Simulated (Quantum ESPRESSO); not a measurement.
# Ta (Im-3m) in Quantum ESPRESSO: settings compared, part 2 of 4

Quantum ESPRESSO 7.5.

## 3. Phonon dispersion, LDA

File pw.in:

```
&CONTROL
  calculation = 'scf'
  prefix = 'pwscf'
  outdir = './tmp'
  pseudo_dir = './pseudo'
  tprnfor = .true.
  tstress = .true.
  disk_io = 'low'
/
&SYSTEM
  ibrav = 0
  A = 2.86010086
  nat = 1
  ntyp = 1
  ecutwfc = 58
  nbnd = 12
  occupations = 'smearing'
  smearing = 'mv'
  degauss = 0.01469973
/
&ELECTRONS
  conv_thr = 2d-10
  electron_maxstep = 120
  mixing_beta = 0.5
/
ATOMIC_SPECIES
Ta   180.9479 Ta.upf
CELL_PARAMETERS alat
  -0.5773502687    0.5773502687    0.5773502687
   0.5773502687   -0.5773502687    0.5773502687
   0.5773502687    0.5773502687   -0.5773502687
ATOMIC_POSITIONS alat
Ta     0.0000000000    0.0000000000    0.0000000000
K_POINTS automatic
10 10 10 0 0 0
```

File relax.in:

```
&CONTROL
  calculation = 'vc-relax'
  prefix = 'pwscf'
  outdir = './tmp'
  pseudo_dir = './pseudo'
  tprnfor = .true.
  tstress = .true.
  disk_io = 'low'
  nstep = 40
  forc_conv_thr = 0.0001
  etot_conv_thr = 1d-06
/
&SYSTEM
  ibrav = 0
  A = 2.86010086
  nat = 1
  ntyp = 1
  ecutwfc = 58
  nbnd = 12
  occupations = 'smearing'
  smearing = 'mv'
  degauss = 0.01469973
/
&ELECTRONS
  conv_thr = 2d-10
  electron_maxstep = 120
  mixing_beta = 0.5
/
&IONS
  ion_dynamics = 'bfgs'
/
&CELL
  cell_dynamics = 'bfgs'
  press = 0
  press_conv_thr = 0.2
/
ATOMIC_SPECIES
Ta   180.9479 Ta.upf
CELL_PARAMETERS alat
  -0.5773502687    0.5773502687    0.5773502687
   0.5773502687   -0.5773502687    0.5773502687
   0.5773502687    0.5773502687   -0.5773502687
ATOMIC_POSITIONS alat
Ta     0.0000000000    0.0000000000    0.0000000000
K_POINTS automatic
10 10 10 0 0 0
```

File scf2.in:

```
&CONTROL
  calculation = 'scf'
  prefix = 'pwscf'
  outdir = './tmp'
  pseudo_dir = './pseudo'
  tprnfor = .true.
  tstress = .true.
  disk_io = 'low'
/
&SYSTEM
  ibrav = 0
  A = 2.81967172
  nat = 1
  ntyp = 1
  ecutwfc = 58
  nbnd = 12
  occupations = 'smearing'
  smearing = 'mv'
  degauss = 0.01469973
/
&ELECTRONS
  conv_thr = 1d-13
  electron_maxstep = 120
  mixing_beta = 0.5
  startingpot = 'file'
  startingwfc = 'file'
/
ATOMIC_SPECIES
Ta   180.9479 Ta.upf
CELL_PARAMETERS alat
  -0.5773502699    0.5773502699    0.5773502699
   0.5773502699   -0.5773502699    0.5773502699
   0.5773502699    0.5773502699   -0.5773502699
ATOMIC_POSITIONS alat
Ta     0.0000000000    0.0000000000    0.0000000000
K_POINTS automatic
10 10 10 0 0 0
```

File ph.in:

```
phonon_bands of Ta
&INPUTPH
  prefix = 'pwscf'
  outdir = './tmp'
  tr2_ph = 1d-18
  fildyn = 'dyn'
  niter_ph = 90
  alpha_mix(1) = 0.4
  ldisp = .true.
  nq1 = 2
  nq2 = 2
  nq3 = 2
/
```

File q2r.in:

```
&INPUT
  fildyn = 'dyn'
  zasr = 'crystal'
  flfrc = 'fc'
/
```

File matdyn.in:

```
&INPUT
  asr = 'crystal'
  flfrc = 'fc'
  flfrq = 'freq'
  q_in_cryst_coord = .true.
  flvec = ' '
/
80
 0.0000000000  0.0000000000  0.0000000000
 0.0312500000 -0.0312500000  0.0312500000
 0.0625000000 -0.0625000000  0.0625000000
 0.0937500000 -0.0937500000  0.0937500000
 0.1250000000 -0.1250000000  0.1250000000
 0.1562500000 -0.1562500000  0.1562500000
 0.1875000000 -0.1875000000  0.1875000000
 0.2187500000 -0.2187500000  0.2187500000
 0.2500000000 -0.2500000000  0.2500000000
 0.2812500000 -0.2812500000  0.2812500000
 0.3125000000 -0.3125000000  0.3125000000
 0.3437500000 -0.3437500000  0.3437500000
 0.3750000000 -0.3750000000  0.3750000000
 0.4062500000 -0.4062500000  0.4062500000
 0.4375000000 -0.4375000000  0.4375000000
 0.4687500000 -0.4687500000  0.4687500000
 0.5000000000 -0.5000000000  0.5000000000
 0.4545454545 -0.4545454545  0.5000000000
 0.4090909091 -0.4090909091  0.5000000000
 0.3636363636 -0.3636363636  0.5000000000
 0.3181818182 -0.3181818182  0.5000000000
 0.2727272727 -0.2727272727  0.5000000000
 0.2272727273 -0.2272727273  0.5000000000
 0.1818181818 -0.1818181818  0.5000000000
 0.1363636364 -0.1363636364  0.5000000000
 0.0909090909 -0.0909090909  0.5000000000
 0.0454545455 -0.0454545455  0.5000000000
 0.0000000000  0.0000000000  0.5000000000
 0.0000000000  0.0000000000  0.4583333333
 0.0000000000  0.0000000000  0.4166666667
 0.0000000000  0.0000000000  0.3750000000
 0.0000000000  0.0000000000  0.3333333333
 0.0000000000  0.0000000000  0.2916666667
 0.0000000000  0.0000000000  0.2500000000
 0.0000000000  0.0000000000  0.2083333333
 0.0000000000  0.0000000000  0.1666666667
 0.0000000000  0.0000000000  0.1250000000
 0.0000000000  0.0000000000  0.0833333333
 0.0000000000  0.0000000000  0.0416666667
 0.0000000000  0.0000000000  0.0000000000
 0.0166666667  0.0166666667  0.0166666667
 0.0333333333  0.0333333333  0.0333333333
 0.0500000000  0.0500000000  0.0500000000
 0.0666666667  0.0666666667  0.0666666667
 0.0833333333  0.0833333333  0.0833333333
 0.1000000000  0.1000000000  0.1000000000
 0.1166666667  0.1166666667  0.1166666667
 0.1333333333  0.1333333333  0.1333333333
 0.1500000000  0.1500000000  0.1500000000
 0.1666666667  0.1666666667  0.1666666667
 0.1833333333  0.1833333333  0.1833333333
 0.2000000000  0.2000000000  0.2000000000
 0.2166666667  0.2166666667  0.2166666667
 0.2333333333  0.2333333333  0.2333333333
 0.2500000000  0.2500000000  0.2500000000
 0.2666666667  0.2000000000  0.2666666667
 0.2833333333  0.1500000000  0.2833333333
 0.3000000000  0.1000000000  0.3000000000
 0.3166666667  0.0500000000  0.3166666667
 0.3333333333  0.0000000000  0.3333333333
 0.3500000000 -0.0500000000  0.3500000000
 0.3666666667 -0.1000000000  0.3666666667
 0.3833333333 -0.1500000000  0.3833333333
 0.4000000000 -0.2000000000  0.4000000000
 0.4166666667 -0.2500000000  0.4166666667
 0.4333333333 -0.3000000000  0.4333333333
 0.4500000000 -0.3500000000  0.4500000000
 0.4666666667 -0.4000000000  0.4666666667
 0.4833333333 -0.4500000000  0.4833333333
 0.5000000000 -0.5000000000  0.5000000000
 0.2500000000  0.2500000000  0.2500000000
 0.2222222222  0.2222222222  0.2777777778
 0.1944444444  0.1944444444  0.3055555556
 0.1666666667  0.1666666667  0.3333333333
 0.1388888889  0.1388888889  0.3611111111
 0.1111111111  0.1111111111  0.3888888889
 0.0833333333  0.0833333333  0.4166666667
 0.0555555556  0.0555555556  0.4444444444
 0.0277777778  0.0277777778  0.4722222222
 0.0000000000  0.0000000000  0.5000000000
```

File matdyn_dos.in:

```
&INPUT
  asr = 'crystal'
  flfrc = 'fc'
  dos = .true.
  fldos = 'phdos'
  nk1 = 15
  nk2 = 15
  nk3 = 15
  deltaE = 0.5
  flvec = ' '
  flfrq = ' '
/
```

File matdyn_mesh.in:

```
&INPUT
  asr = 'crystal'
  flfrc = 'fc'
  flfrq = 'mesh'
  q_in_cryst_coord = .true.
  flvec = ' '
/
1000
 0.05000000  0.05000000  0.05000000
 0.05000000  0.05000000  0.15000000
 0.05000000  0.05000000  0.25000000
[... 997 further points of the even 10 x 10 x 10 mesh, shifted by half a step ...]
```

Potentials or basis: PseudoDojo 0.4.1 SR LDA standard.

Launch:

```sh
$ OMP_NUM_THREADS=1 pw.x -in pw.in > pw.out
$ OMP_NUM_THREADS=1 pw.x -in relax.in > relax.out
$ OMP_NUM_THREADS=1 pw.x -in scf2.in > scf2.out
$ OMP_NUM_THREADS=1 ph.x -in ph.in > ph.out
$ OMP_NUM_THREADS=1 q2r.x -in q2r.in > q2r.out
$ OMP_NUM_THREADS=1 matdyn.x -in matdyn.in > matdyn.out
$ OMP_NUM_THREADS=1 matdyn.x -in matdyn_dos.in > matdyn_dos.out
$ OMP_NUM_THREADS=1 matdyn.x -in matdyn_mesh.in > matdyn_mesh.out
```

pw.out:

```text
This program is part of the open-source Quantum ESPRESSO suite
     for quantum simulation of materials; please cite
[... 9 lines left out ...]
     --------------------
     sticks:   dense  smooth     PW     G-vecs:    dense   smooth      PW
     Sum         507     507    197                 7155     7155    1721

     Using Slab Decomposition

     bravais-lattice index     =            0
     lattice parameter (alat)  =       5.4048  a.u.
     unit-cell volume          =     121.5399 (a.u.)^3
     number of atoms/cell      =            1
     number of atomic types    =            1
     number of electrons       =        13.00
     number of Kohn-Sham states=           12
     kinetic-energy cutoff     =      58.0000  Ry
     charge density cutoff     =     232.0000  Ry
     scf convergence threshold =      2.0E-10
     mixing beta               =       0.5000
     number of iterations used =            8  plain     mixing
     Exchange-correlation= SLA  PW   NOGX NOGC
                           (   1   4   0   0   0   0   0)

     celldm(1)=   5.404807  celldm(2)=   0.000000  celldm(3)=   0.000000
     celldm(4)=   0.000000  celldm(5)=   0.000000  celldm(6)=   0.000000

     crystal axes: (cart. coord. in units of alat)
               a(1) = (  -0.577350   0.577350   0.577350 )
               a(2) = (   0.577350  -0.577350   0.577350 )
[... 36 lines left out ...]
        k(    4) = (   0.2598076   0.2598076   0.0000000), wk =   0.0240000
        k(    5) = (   0.3464102   0.3464102   0.0000000), wk =   0.0240000
        k(    6) = (  -0.4330127  -0.4330127   0.0000000), wk =   0.0120000
[... 39 lines left out ...]
        k(   46) = (  -0.8660254  -0.0866025  -0.0866025), wk =   0.0240000
        k(   47) = (  -0.8660254  -0.8660254  -0.8660254), wk =   0.0020000

     Dense  grid:     7155 G-vectors     FFT dimensions: (  27,  27,  27)

     Initial potential from superposition of free atoms

     starting charge      12.9993, renormalised to      13.0000
     Starting wfcs are   10 randomized atomic wfcs +    2 random wfcs

     Self-consistent Calculation

     iteration #  1     ecut=    58.00 Ry     beta= 0.50
     Davidson diagonalization with overlap
     ethr =  1.00E-02,  avg # of iterations =  3.5

     Threshold (ethr) on eigenvalues was too large:
     Diagonalizing with lowered threshold

     Davidson diagonalization with overlap
     ethr =  1.77E-04,  avg # of iterations =  2.1

     total energy              =    -130.32288722 Ry
     estimated scf accuracy    <       0.02396621 Ry
[... 36 lines left out ...]
     iteration #  7     ecut=    58.00 Ry     beta= 0.50
     Davidson diagonalization with overlap
     ethr =  3.55E-12,  avg # of iterations =  2.2

     End of self-consistent calculation

          k = 0.0000 0.0000 0.0000 (   935 PWs)   bands (ev):

   -49.0657 -14.9696 -14.9696 -14.9696  10.2121  18.7537  18.7537  18.7537
    22.0170  22.0170  32.7814  32.7814
[... 228 lines left out ...]
   -48.8637 -15.7932 -15.7932 -15.7932  14.2860  14.2860  24.8590  24.8590
    24.8590  26.7359  26.7359  26.7359

     the Fermi energy is    18.0697 ev

!    total energy              =    -130.32498110 Ry
     estimated scf accuracy    <          5.9E-11 Ry
     smearing contrib. (-TS)   =       0.00070631 Ry
     internal energy E=F+TS    =    -130.32568741 Ry

     The total energy is F=E-TS. E is the sum of the following terms:
     one-electron contribution =     -17.06619749 Ry
     hartree contribution      =      14.67213087 Ry
     xc contribution           =     -29.38379732 Ry
     ewald contribution        =     -98.54782347 Ry

     convergence has been achieved in   7 iterations

     Forces acting on atoms (cartesian axes, Ry/au):

     atom    1 type  1   force =     0.00000000    0.00000000    0.00000000

     Total force =     0.000000     Total SCF correction =     0.000000

     Computing stress (Cartesian axis) and pressure

          total   stress  (Ry/bohr**3)                   (kbar)     P=      -87.79
  -0.00059680  -0.00000000   0.00000000          -87.79       -0.00        0.00
  -0.00000000  -0.00059680   0.00000000           -0.00      -87.79        0.00
  -0.00000000   0.00000000  -0.00059680           -0.00        0.00      -87.79

=------------------------------------------------------------------------------=
   JOB DONE.
=------------------------------------------------------------------------------=
```

relax.out:

```text
This program is part of the open-source Quantum ESPRESSO suite
     for quantum simulation of materials; please cite
[... 9 lines left out ...]
     --------------------
     sticks:   dense  smooth     PW     G-vecs:    dense   smooth      PW
     Sum         507     507    197                 7155     7155    1721
[... 1893 lines left out ...]
  -0.00000016  -0.00000000  -0.00000000           -0.02       -0.00       -0.00
  -0.00000000  -0.00000016  -0.00000000           -0.00       -0.02       -0.00
  -0.00000000  -0.00000000  -0.00000016           -0.00       -0.00       -0.02

=------------------------------------------------------------------------------=
   JOB DONE.
=------------------------------------------------------------------------------=
```

Wall time 4.1 min (1 thread of Arm Neoverse V1, shared host); peak memory 0.09 GiB.

What came out:

- Free energy: -1773.1829 eV
- Relaxed volume: 17.26 Å³/atom
- Relaxed cell: a = 2.820 Å, b = 2.820 Å, c = 2.820 Å, α = 109.47°, β = 109.47°, γ = 109.47°
- Space group after relaxing (to 0.05 Å): Im-3m (No. 229)
- Pressure after relaxing: 0.0 GPa
- Band gap on the k mesh: none (metal or under the smearing width)
- Highest phonon frequency: 156 cm⁻¹
- Most unstable mode: 27i cm⁻¹

Step by step:
```csv
step,energy change (eV),largest force (eV/Å),pressure (GPa),volume (Å³)
1,0.0000,0.0000,-8.78,18.01
2,-0.0212,0.0000,0.53,17.22
3,-0.0213,0.0000,-0.03,17.26
4,-0.0213,0.0000,0.00,17.26
```

Final structure:
```
Ta
1.0
    -1.62794    1.62794    1.62794
     1.62794   -1.62794    1.62794
     1.62794    1.62794   -1.62794
Ta
1
Direct
  0.00000 0.00000 0.00000
```

Phonon frequencies in cm⁻¹ (negative: imaginary):
```csv
q point,frequencies
"(0.000, 0.000, 0.000)",0 0 0
"(0.219, -0.219, 0.219)",40 116 116
"(0.438, -0.438, 0.438)",149 155 155
"(0.273, -0.273, 0.500)",128 134 150
"(0.000, 0.000, 0.458)",75 96 140
"(0.000, 0.000, 0.167)",38 48 71
"(0.050, 0.050, 0.050)",38 38 44
"(0.167, 0.167, 0.167)",97 97 107
"(0.283, 0.150, 0.283)",104 109 109
"(0.400, -0.200, 0.400)",132 137 137
"(0.250, 0.250, 0.250)",107 107 107
"(0.056, 0.056, 0.444)",80 98 138
```

Phonon frequencies at the corners of the path (cm⁻¹, interpolated; i marks imaginary ones):
```
point  frequencies
    Γ        0 0 0
    H  156 156 156
    N    76 96 141
    P  107 107 107
```

Phonon states per cell in windows of 10 cm⁻¹ (negative: imaginary):
| from (cm⁻¹) | total |
| --- | --- |
| -30 | 0.00 |
| -20 | 0.00 |
| -10 | 0.01 |
| 0 | 0.01 |
| 10 | 0.02 |
| 20 | 0.02 |
| 30 | 0.04 |
| 40 | 0.06 |
| 50 | 0.08 |
| 60 | 0.12 |
| 70 | 0.20 |
| 80 | 0.26 |
| 90 | 0.35 |
| 100 | 0.44 |
| 110 | 0.39 |
| 120 | 0.36 |
| 130 | 0.35 |
| 140 | 0.24 |
| 150 | 0.06 |

Caveat: the mesh is thin for the phonons of a metal; some modes are imaginary; the q mesh is small, so phonon branches between its points and thermal values are rough. Spin-orbit coupling is left out, which matters for the levels of Ta.

[end of part 2 of 4]
